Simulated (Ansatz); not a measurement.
## A series in volume per atom on Te

Periodic Kohn-Sham DFT of a crystal at fixed atoms; pressure and stress are positive in compression; the energy is the free energy less that of spherical unpolarised free atoms; site moments are those in the method's own spheres, positive along +z. The results are calculated, by Ansatz 0.2.0.

Cell of the first row (space group Im-3m, No. 229):
```
CELL_PARAMETERS angstrom
-1.88720 1.88720 1.88720
1.88720 -1.88720 1.88720
1.88720 1.88720 -1.88720
ATOMIC_POSITIONS crystal
Te 0.00000 0.00000 0.00000
```

Settings of every row: method all-electron LAPW; functional PBE; relativity scalar; k mesh 14x14x14; filling fermi-dirac; smearing width 0.05 eV; basis error target 0.25 meV/atom; nucleus gaussian.

Atom start moment: 0 on all atoms.

Limits: no spin-orbit coupling on heavy atoms; the cell comes from a prototype or a list of computed structures and needn't be the stable phase.

| row | volume per atom (Å³) | energy less free atoms (eV/atom) | pressure (GPa) |
| --- | --- | --- | --- |
| 1 | 26.886 | -2.8037 | 3.932 |
| 2 | 27.729 | -2.8187 | 1.831 |
| 3 | 28.587 | -2.8235 | 0.038 |
| 4 | 29.444 | ? | ? |
| 5 | 30.302 | -2.8083 | -2.729 |

Question: what energy less free atoms and pressure should row 4 give?

Worked fit of energy less free atoms. Take u = (V_r/V)^(2/3) − 1 with V_r = 28.158 Å³ an atom, which is twice the finite (Eulerian) strain; such expansions in the strain, on which the Birch-Murnaghan equation of state is built, carry the rest volume and the bulk modulus. The shown rows have u = 0.0313, 0.01029, -0.01003, -0.04774. Least squares give energy less free atoms = −2.82228 + 0.2418 × u + 11.203 × u² eV/atom; a straight line predicts inner rows, each left out in turn, worse (root mean square 0.011 against 0.0002 eV/atom). The rows lie off it by 0.0000, -0.0001, 0.0001, 0.0000. Its lowest point lies at u = -0.0108, or V = 28.62 Å³ an atom, and the curvature there gives the bulk modulus at fixed shape and fractions, B = (4/9)(1 + u)² E″(u)/V = 54.6 GPa. The withheld row has u = -0.02933, so the fit gives −2.82228 + 0.2418 × (-0.02933) + 11.203 × (-0.02933)² = -2.8197 eV/atom.

The calculation gave -2.8196 eV/atom. The fit lies 0.0001 eV/atom (0.51 % of the column's range) below it, one unit of the last digit.

Worked fit of pressure. Take u = (V_r/V)^(2/3) − 1 with V_r = 28.158 Å³ an atom, which is twice the finite (Eulerian) strain; such expansions in the strain, on which the Birch-Murnaghan equation of state is built, carry the rest volume and the bulk modulus. The shown rows have u = 0.0313, 0.01029, -0.01003, -0.04774. Least squares give pressure = 0.8961 + 88.613 × u + 265.91 × u² GPa; a straight line predicts inner rows, each left out in turn, worse (root mean square 0.26 against 0.01 GPa). The rows lie off it by 0.002, -0.005, 0.004, -0.001 (root mean square 0.0034 GPa). The pressure vanishes at u = -0.0104, or V = 28.6 Å³ an atom, and there the bulk modulus at fixed shape and fractions is B = −V dP/dV = (2/3)(1 + u) dP/du = 54.8 GPa. The withheld row has u = -0.02933, so the fit gives 0.8961 + 88.613 × (-0.02933) + 265.91 × (-0.02933)² = -1.474 GPa.

The calculation gave -1.467 GPa. The fit lies 0.007 GPa (0.11 % of the column's range) below it; its largest miss of a shown row is 0.005 GPa.
